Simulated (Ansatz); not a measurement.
# Static calculation, KBr

System: KBr (rock salt type), 2 atoms in the cell.

Ansatz input (lattice in Å, positions in fractions of it)
```yaml
crystal:
  lattice:
    - [0, 3.35, 3.35]
    - [3.35, 0, 3.35]
    - [3.35, 3.35, 0]
  atoms:
    - { symbol: K, position: [0, 0, 0] }
    - { symbol: Br, position: [0.5, 0.5, 0.5] }
kpoints:
  mp_grid: { grid: [6, 6, 6] }
hamiltonian:
  xc: pbe
  pseudopotentials: { kind: nc_fr }
scf:
  occupations: { method: fermi_dirac, width: 0.02 }
  convergence: { dr2_threshold: "1e-9 eV" }
  max_iter: 300
output:
  forces: true
  stress: true
  eigenvalues: true
magnetization:
  noncollinear: true
  spin_orbit: true
```

Level of theory: PBE with spin–orbit coupling, plane waves, norm-conserving pseudopotentials in Ansatz.

Output, in brief

| Quantity | Value |
| --- | --- |
| Plane-wave cutoff used | 1007 eV |
| Pressure | 0.03 GPa |
| Valence electrons | 16 |
| Irreducible k-points | 16 |
| CPU time | roughly 60 core-seconds on a shared host |

Stress tensor in GPa, compression positive:
```
0.03 0.00 0.00
0.00 0.03 0.00
0.00 0.00 0.03
```

The stress includes the program's correction for the finite plane-wave basis.
